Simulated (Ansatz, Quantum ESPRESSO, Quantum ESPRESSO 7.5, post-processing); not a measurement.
# graphene, 2 layers, AB stacking against a metal electrode

Wanted: the capacitance of graphene, 2 layers, AB stacking by the effective screening medium.

Program: Quantum ESPRESSO 7.5. Level of theory: plane-wave DFT, PBE, GBRV ultrasoft pseudopotentials (geometry by Ansatz 0.2.0 with PAW datasets; geometry under PBE-D3(BJ)). Results are calculated unless marked as measured.

Most raw output is cut from this account.

## Step 1: The structure

The cell holds 4 atoms: 4 C. Cell: a = 2.467 Å, b = 2.467 Å, c = 19.300 Å, α = 90.0°, β = 90.0°, γ = 120.0°. It derives from C. Vacuum lies along c.

## Step 2: Relaxation with Ansatz

A relaxation in Ansatz fixes the structure of this slab for the runs on it.

File input.yaml:

```yaml
crystal:
  lattice:
    - [2.467, 0.0, 0.0]
    - [-1.2335, 2.1364846711, 0.0]
    - [0.0, 0.0, 19.3]
  atoms:
    - { symbol: C, position: [0.6666666667, 0.3333333333, 0.414507772] }
    - { symbol: C, position: [0.3333333333, 0.6666666667, 0.414507772] }
    - { symbol: C, position: [0.0, 0.0, 0.585492228] }
    - { symbol: C, position: [0.6666666667, 0.3333333333, 0.585492228] }
kpoints:
  mp_grid: { grid: [12, 12, 1] }
hamiltonian:
  xc: pbe
  dispersion: d3bj
scf:
  occupations: { method: fermi_dirac, width: 0.05 }
  convergence: { dr2_threshold: 1.0e-08 }
efield:
  axis: 3
  dipole_correction: true
  ramp_position: 0.97
  ramp_width: 0.04
relax:
  f_tol: 0.01
  cell: { fix: [c, alpha, beta] }
output:
  write_potential: true
  write_density: true
  volumetric_format: npy
```

Launch:

```sh
> ansatz run input.yaml --threads 4 --pin off --max-ram 8192MiB --backend cpu --events-out ev --progress --plain --runs-dir out
```

The job ended after 4.3 s (4 threads of Intel Xeon Platinum 8488C (Sapphire Rapids), shared host; peak memory 0.45 GiB).

Relaxation path:

```csv
step,energy less that of the first step (eV),largest force component (eV/Å),pressure (GPa),volume (Å³)
1,0.0000,0.0302,-0.15,101.72
2,0.0044,0.0341,-0.12,101.63
3,-0.0012,0.0078,-0.06,101.63
4,-0.0015,0.0022,-0.02,101.61
5*,-0.0013,0.0022,-0.03,101.61
```

Relaxation steps marked * repeat the geometry before them on a plane-wave basis chosen anew for their cell, so energy and pressure can jump there. Relaxation step 2 was tried and not accepted.

```
cell as run  before  after  change
      a (Å)   2.467  2.466  -0.1 %
      b (Å)   2.467  2.466  -0.1 %
```

The atoms that moved most (Å, along periodic axes as changes of fractional coordinates times the final cell, across vacuum about the mean position):

```
atom     dx     dy      dz  length
  C2  0.000  0.000  -0.046   0.046
  C3  0.000  0.000   0.046   0.046
  C4  0.000  0.000   0.045   0.045
  C1  0.000  0.000  -0.045   0.045
```

Read from the output:

| Property | Result |
| --- | --- |
| free energy | -1004.2165 eV |
| energy at zero smearing | -1004.2155 eV |
| smearing term TS | 0.001962 eV |
| Fermi energy | -0.3578 eV |
| gap by band count | 6.83e-6 eV |
| symmetry operations | 6 |
| work function of the upper face | 4.276 eV |
| work function of the lower face | 4.276 eV |
| dipole along the normal | 4.47e-6 e·Å |

## Step 3: Ground state: charge -0.0158 e

ESM with bc3 puts vacuum below and a metal electrode at the cell's upper end, z = c/2, which holds the counter charge and sets the zero of potential. tot_charge counts missing electrons, so a negative value adds electrons. The energies and forces that the log prints for charged cells are not used here.

Level of this step: plane-wave DFT, PBE, GBRV ultrasoft pseudopotentials (Quantum ESPRESSO 7.5).

File q0.in:

```
&control
  prefix = 'q0'
  outdir = './out'
  pseudo_dir = './pseudo'
  calculation = 'scf'
  tprnfor = .true.
/
&system
  ibrav = 0
  nat = 4
  ntyp = 1
  ecutwfc = 40
  ecutrho = 200
  occupations = 'smearing'
  smearing = 'fd'
  degauss = 0.004
  assume_isolated = 'esm'
  esm_bc = 'bc3'
  tot_charge = -0.0158
/
&electrons
  conv_thr = 1e-08
  mixing_beta = 0.4
  electron_maxstep = 120
  mixing_mode = 'local-TF'
/
ATOMIC_SPECIES
  C   12.0110  c_pbe_v1.2.uspp.F.UPF
CELL_PARAMETERS angstrom
  2.46562744061257 0.00000000000000 -0.00000000000000
  -1.23281372030628 2.13529599983849 -0.00000000000000
  -0.00000000000000 -0.00000000000000 19.30000000000000
ATOMIC_POSITIONS crystal
  C   0.666666666667 0.333333333333 0.067619371624
  C   0.333333333333 0.666666666667 0.067578318657
  C   -0.000000000000 -0.000000000000 0.243302510358
  C   0.666666666667 0.333333333333 0.243261457757
K_POINTS automatic
  36 36 1 0 0 0
```

Launch:

```sh
> OMP_NUM_THREADS=1 mpirun -n 4 pw.x -nk 4 -in q0.in > q0.out
```

It took 50 s on 4 MPI ranks; peak memory 0.35 GiB.

This step gave:

- Fermi energy: -1.765 eV
- vacuum line at the lower end of the cell, over the Fermi level: 4.060 eV
- slope of the potential above: -0.5435 eV/Å
- vacuum line at the upper end of the cell, over the Fermi level: 1.765 eV

Electrostatic potential energy of an electron; zero at the Fermi level. Potential energy, planar mean against z:

z (Å), potential energy, planar mean (eV) and a bar from the least value:
```
       -9        4.1 ##############################
       -8        4.1 ##############################
       -7        4.1 ##############################
       -6        4.1 ##############################
       -5        4.1 ##############################
       -4        4.1 ##############################
       -3        4.1 ##############################
       -2        4.1 ##############################
       -1        4.0 ##############################
        0        3.2 #############################
        1      -18.9 
        2       -2.9 #####################
        3        3.5 #############################
        4       -3.0 #####################
        5      -19.3 
        6        2.9 ############################
        7        3.2 #############################
        8        2.7 ############################
        9        2.1 ############################
```

The run needed 27 iterations to bring the estimated error under 1e-08 Ry.

Inside the slab this potential holds the local part of the pseudopotentials, which can be repulsive at the nuclei; only its value in the vacuum has a meaning of its own.

Gauss's law asks for a slope of 180.95 q/A = -0.543 eV/Å in the gap; the run gives -0.544.

## Step 4: Self-consistent run: charge -0.0079 e

The charge is stepped; where the run before has converged, its density is the start.

q1.in is the input of step 3 with these lines changed:

```diff
@@ -1,3 +1,3 @@
 &control
-  prefix = 'q0'
+  prefix = 'q1'
   outdir = './out'
@@ -18,3 +18,3 @@
   esm_bc = 'bc3'
-  tot_charge = -0.0158
+  tot_charge = -0.0079
 /
@@ -25,2 +25,3 @@
   mixing_mode = 'local-TF'
+  startingpot = 'file'
 /
```

Launch:

```sh
> cp -r out/q0.save out/q1.save
> OMP_NUM_THREADS=1 mpirun -n 4 pw.x -nk 4 -in q1.in > q1.out
```

Run time: 38 s. Hardware: 4 MPI ranks; peak memory 0.35 GiB; 2.5 min of CPU time.

This step gave:

| Property | Result |
| --- | --- |
| Fermi energy | -2.918 eV |
| vacuum line at the lower end of the cell, over the Fermi level | 4.086 eV |
| slope of the potential above | -0.2717 eV/Å |
| vacuum line at the upper end of the cell, over the Fermi level | 2.918 eV |

The electrode's potential over the Fermi level goes from 1.765 to 2.918 eV, the far face's from 4.060 to 4.086 eV.

## Step 5: Self-consistent run

q2.in is the input of step 4 with these lines changed:

```diff
@@ -1,3 +1,3 @@
 &control
-  prefix = 'q1'
+  prefix = 'q2'
   outdir = './out'
@@ -18,3 +18,3 @@
   esm_bc = 'bc3'
-  tot_charge = -0.0079
+  tot_charge = 0.0
 /
```

Launch:

```sh
> cp -r out/q1.save out/q2.save
> OMP_NUM_THREADS=1 mpirun -n 4 pw.x -nk 4 -in q2.in > q2.out
```

Wall time 36 s (4 MPI ranks); peak memory 0.35 GiB; 2.4 min of CPU time.

Read from the output:

```
Fermi energy                                                   : -4.284 eV
vacuum line at the lower end of the cell, over the Fermi level : 4.284 eV
slope of the potential above                                   : 7.91e-5 eV/Å
vacuum line at the upper end of the cell, over the Fermi level : 4.284 eV
```

The run needed 14 iterations to bring the estimated error under 1e-08 Ry.

The electrode's potential over the Fermi level goes from 2.918 to 4.284 eV, the far face's from 4.086 to 4.284 eV.

## Step 6: Ground state: charge 0.0079 e

q3.in is the input of step 5 with these lines changed:

```diff
@@ -1,3 +1,3 @@
 &control
-  prefix = 'q2'
+  prefix = 'q3'
   outdir = './out'
@@ -18,3 +18,3 @@
   esm_bc = 'bc3'
-  tot_charge = 0.0
+  tot_charge = 0.0079
 /
```

Launch:

```sh
> cp -r out/q2.save out/q3.save
> OMP_NUM_THREADS=1 mpirun -n 4 pw.x -nk 4 -in q3.in > q3.out
```

Elapsed: 40 s, on 4 MPI ranks; peak memory 0.38 GiB; 2.7 min of CPU time.

This step gave:

| Item | Value |
| --- | --- |
| Fermi energy | -5.618 eV |
| vacuum line at the lower end of the cell, over the Fermi level | 4.440 eV |
| slope of the potential above | 0.2719 eV/Å |
| vacuum line at the upper end of the cell, over the Fermi level | 5.618 eV |

The electrode's potential over the Fermi level goes from 4.284 to 5.618 eV, the far face's from 4.284 to 4.440 eV.

## Step 7: Ground state: charge 0.0158 e

q4.in is the input of step 6 with these lines changed:

```diff
@@ -1,3 +1,3 @@
 &control
-  prefix = 'q3'
+  prefix = 'q4'
   outdir = './out'
@@ -18,3 +18,3 @@
   esm_bc = 'bc3'
-  tot_charge = 0.0079
+  tot_charge = 0.0158
 /
```

Launch:

```sh
> cp -r out/q3.save out/q4.save
> OMP_NUM_THREADS=1 mpirun -n 4 pw.x -nk 4 -in q4.in > q4.out
```

The job ended after 38 s (4 MPI ranks; peak memory 0.36 GiB; 2.5 min of CPU time).

Numbers from this step:

| Quantity | Value |
| --- | --- |
| Fermi energy | -6.793 eV |
| vacuum line at the lower end of the cell, over the Fermi level | 4.471 eV |
| slope of the potential above | 0.5437 eV/Å |
| vacuum line at the upper end of the cell, over the Fermi level | 6.794 eV |

The electrode's potential over the Fermi level goes from 5.618 to 6.794 eV, the far face's from 4.440 to 4.471 eV.

## Step 8: Ground state: charge 0.0316 e

q5.in is the input of step 7 with these lines changed:

```diff
@@ -1,3 +1,3 @@
 &control
-  prefix = 'q4'
+  prefix = 'q5'
   outdir = './out'
@@ -18,3 +18,3 @@
   esm_bc = 'bc3'
-  tot_charge = 0.0158
+  tot_charge = 0.0316
 /
```

Launch:

```sh
> cp -r out/q4.save out/q5.save
> OMP_NUM_THREADS=1 mpirun -n 4 pw.x -nk 4 -in q5.in > q5.out
```

Run time: 38 s. Hardware: 4 MPI ranks; peak memory 0.35 GiB.

This step gave:

| Quantity | Value |
| --- | --- |
| Fermi energy | -9.178 eV |
| vacuum line at the lower end of the cell, over the Fermi level | 4.588 eV |
| slope of the potential above | 1.087 eV/Å |
| vacuum line at the upper end of the cell, over the Fermi level | 9.178 eV |

The electrode's potential over the Fermi level goes from 6.794 to 9.178 eV, the far face's from 4.471 to 4.588 eV.

Gauss's law asks for a slope of 180.95 q/A = 1.086 eV/Å in the gap; the run gives 1.087.

Each curve counts from the Fermi level of its own run.

The runs together. Table of potential energy by z:

| z (Å) | potential at -0.0158 e (eV) | potential at -0.0079 e (eV) | potential at 0 e (eV) | potential at 0.0079 e (eV) | potential at 0.0158 e (eV) | potential at 0.0316 e (eV) |
| --- | --- | --- | --- | --- | --- | --- |
| -9 | 4.06 | 4.09 | 4.28 | 4.44 | 4.47 | 4.59 |
| -8 | 4.06 | 4.09 | 4.28 | 4.44 | 4.47 | 4.59 |
| -7 | 4.06 | 4.09 | 4.28 | 4.44 | 4.47 | 4.59 |
| -6 | 4.06 | 4.09 | 4.28 | 4.44 | 4.47 | 4.59 |
| -5 | 4.06 | 4.09 | 4.28 | 4.44 | 4.47 | 4.59 |
| -4 | 4.06 | 4.09 | 4.28 | 4.44 | 4.47 | 4.59 |
| -3 | 4.06 | 4.09 | 4.28 | 4.44 | 4.47 | 4.59 |
| -2 | 4.06 | 4.09 | 4.28 | 4.44 | 4.47 | 4.59 |
| -1 | 4.03 | 4.06 | 4.26 | 4.41 | 4.45 | 4.56 |
| 0 | 3.24 | 3.26 | 3.46 | 3.61 | 3.65 | 3.76 |
| 1 | -18.9 | -18.9 | -18.7 | -18.6 | -18.5 | -18.4 |
| 2 | -2.87 | -2.84 | -2.64 | -2.47 | -2.44 | -2.31 |
| 3 | 3.53 | 3.59 | 3.84 | 4.05 | 4.12 | 4.29 |
| 4 | -2.95 | -2.87 | -2.57 | -2.32 | -2.22 | -2.01 |
| 5 | -19.3 | -19.2 | -18.8 | -18.6 | -18.5 | -18.2 |
| 6 | 2.86 | 3.06 | 3.47 | 3.85 | 4.07 | 4.53 |
| 7 | 3.17 | 3.61 | 4.26 | 4.88 | 5.33 | 6.28 |
| 8 | 2.66 | 3.36 | 4.28 | 5.17 | 5.90 | 7.39 |
| 9 | 2.12 | 3.10 | 4.28 | 5.44 | 6.44 | 8.47 |

## Step 9: Potential against charge, and the capacitance

Read from the output:

* mean capacitance (straight-line fit): 1.926 μF/cm²
* effective gap ε₀/C: 4.597 Å

The electrode's potential less the Fermi level by charge of the slab:

```
charge of the slab (1e13 e/cm²)  electrode's potential less the Fermi level (eV)
                          -3.00                                             1.77
                          -1.50                                             2.92
                           0.00                                             4.28
                           1.50                                             5.62
                           3.00                                             6.79
                           6.00                                             9.18
```

Differential capacitance against charge of the slab:

```csv
charge of the slab (1e13 e/cm²),differential capacitance (μF/cm²)
-2.25,2.09
-0.75,1.76
0.75,1.80
2.25,2.05
4.50,2.02
```

## Step 10: Ground state: between two electrodes with a field of 0.002 Ry/bohr

bc2 puts electrodes at both ends of the cell; esm_efield times the cell length sets the bias between them, and the slab stays neutral.

File bc2.in:

```
&control
  prefix = 'bc2'
  outdir = './out'
  pseudo_dir = './pseudo'
  calculation = 'scf'
  tprnfor = .true.
/
&system
  ibrav = 0
  nat = 4
  ntyp = 1
  ecutwfc = 40
  ecutrho = 200
  occupations = 'smearing'
  smearing = 'fd'
  degauss = 0.004
  assume_isolated = 'esm'
  esm_bc = 'bc2'
  esm_efield = 0.002
/
&electrons
  conv_thr = 1e-07
  mixing_beta = 0.4
  electron_maxstep = 120
  mixing_mode = 'local-TF'
/
ATOMIC_SPECIES
  C   12.0110  c_pbe_v1.2.uspp.F.UPF
CELL_PARAMETERS angstrom
  2.46562744061257 0.00000000000000 -0.00000000000000
  -1.23281372030628 2.13529599983849 -0.00000000000000
  -0.00000000000000 -0.00000000000000 19.30000000000000
ATOMIC_POSITIONS crystal
  C   0.666666666667 0.333333333333 -0.087821042884
  C   0.333333333333 0.666666666667 -0.087862095851
  C   -0.000000000000 -0.000000000000 0.087862095851
  C   0.666666666667 0.333333333333 0.087821043249
K_POINTS automatic
  36 36 1 0 0 0
```

Launch:

```sh
> OMP_NUM_THREADS=1 mpirun -n 4 pw.x -nk 4 -in bc2.in > bc2.out
```

It took 67 s on 4 MPI ranks; peak memory 0.35 GiB; 4.5 min of CPU time.

Numbers from this step:

```
Fermi energy                                                   : -3.788 eV
slope of the potential below                                   : -0.06789 eV/Å
vacuum line at the lower end of the cell, over the Fermi level : 4.780 eV
slope of the potential above                                   : -0.06789 eV/Å
vacuum line at the upper end of the cell, over the Fermi level : 3.788 eV
```

Electrostatic potential energy of an electron; zero at the Fermi level. Table of potential energy, planar mean by z:

| z (Å) | potential energy, planar mean (eV) |
| --- | --- |
| -9.5 | 4.77 |
| -9.0 | 4.74 |
| -8.5 | 4.70 |
| -8.0 | 4.67 |
| -7.5 | 4.63 |
| -7.0 | 4.60 |
| -6.5 | 4.57 |
| -6.0 | 4.53 |
| -5.5 | 4.50 |
| -5.0 | 4.46 |
| -4.5 | 4.43 |
| -4.0 | 4.37 |
| -3.5 | 4.22 |
| -3.0 | 3.52 |
| -2.5 | -0.425 |
| -2.0 | -18.9 |
| -1.5 | -24.2 |
| -1.0 | -2.50 |
| -0.5 | 3.03 |
| 0.0 | 3.84 |
| 0.5 | 3.00 |
| 1.0 | -2.54 |
| 1.5 | -24.3 |
| 2.0 | -19.0 |
| 2.5 | -0.496 |
| 3.0 | 3.41 |
| 3.5 | 4.06 |
| 4.0 | 4.15 |
| 4.5 | 4.13 |
| 5.0 | 4.10 |
| 5.5 | 4.07 |
| 6.0 | 4.04 |
| 6.5 | 4.00 |
| 7.0 | 3.97 |
| 7.5 | 3.93 |
| 8.0 | 3.90 |
| 8.5 | 3.87 |
| 9.0 | 3.83 |
| 9.5 | 3.80 |

The set field of 0.051 V/Å over 19.3 Å is a bias of 0.99 V; the two ends of the cell differ by 0.99 eV. The slope in the vacuum is 0.068 eV/Å in size, more than the set field, because the slab carries little of the drop.

## Step 11: SCF with pw.x, with K_POINTS = [48, 48, 1], ecutwfc = 26 and ecutrho = 130

A sensitivity test on the input.

q3.w0.in is the input of step 6 with these lines changed:

```diff
@@ -1,3 +1,3 @@
 &control
-  prefix = 'q3'
+  prefix = 'q3.w0'
   outdir = './out'
@@ -11,4 +11,4 @@
   ntyp = 1
-  ecutwfc = 40
-  ecutrho = 200
+  ecutwfc = 26
+  ecutrho = 130
   occupations = 'smearing'
@@ -25,3 +25,2 @@
   mixing_mode = 'local-TF'
-  startingpot = 'file'
 /
@@ -39,2 +38,2 @@
 K_POINTS automatic
-  36 36 1 0 0 0
+  48 48 1 0 0 0
```

Launch:

```sh
> OMP_NUM_THREADS=1 mpirun -n 4 pw.x -nk 4 -in q3.w0.in > q3.w0.out
```

Wall time 41 s (4 MPI ranks); peak memory 0.3 GiB.

The changed values were drawn from a wide range, not chosen for quality; the comparison shows what they did here together.

Beside the run it was changed from:

```
                                                           quantity  this run  unchanged run  difference
vacuum line at the upper end of the cell, over the Fermi level (eV)     5.594          5.618      -0.024
vacuum line at the lower end of the cell, over the Fermi level (eV)     4.422          4.440      -0.018
                                                      wall time (s)        41             40            
                                                     SCF iterations        28             18
```

This run starts from superposed atoms, the unchanged one from a saved density, so their iteration counts don't compare.

Levels move by up to 24 meV, a modest change.

## Step 12: By hand

Between the smallest and the largest positive charge, Δq = 0.0237 e on A = 5.265 Å² and ΔV = 3.560 V. C = Δq/(A ΔV) = 1.2645e-03 e/(V Å²) = 2.03 µF/cm² (1 e/Å² = 1602 µC/cm²). A plate capacitor with that value has a gap of ε₀/C = 8.854/2.03 = 4.37 Å.

## Step 13: Summary of results

```
mean capacitance                                                            : 1.93 μF/cm²
effective gap ε₀/C                                                          : 4.60 Å
top atoms to the electrode                                                  : 4.95 Å
work function of the neutral slab (potential of zero charge against vacuum) : 4.28 eV
```

Across 5.0 Å of vacuum the capacitance comes to 1.93 μF/cm² (PBE, GBRV ultrasoft). The effective gap is 0.36 Å shorter than the distance from the top atoms, because the added charge sits in front of them, which here outweighs the slab's own density of states in series. The far face's work function moves by 0.53 eV over the series, the shift of the Fermi level through the slab's own bands. The differential capacitance goes from 2.09 µF/cm² on the electron side to 2.02 µF/cm² on the hole side, by way of 1.76. The ions are fixed at the PBE-D3(BJ) geometry, so no force or energy of the charged cells enters. The mesh and the smearing resolve small carrier pockets only roughly.

[Logs are printed without paths, hosts, clocks, repeated set-up lines and the standing remarks that a program may print on its own settings, such as how far it seeks lower states.]

[Hosts, paths, dates, database ids (printed as entryN), source tags and the programs' standing remarks are cut or masked in the printed files.]

[Maps of the electrostatic potential energy from Ansatz leave out the sawtooth potential of an applied field or a dipole correction, so their vacuum need not be flat; planar profiles and work functions include it.]
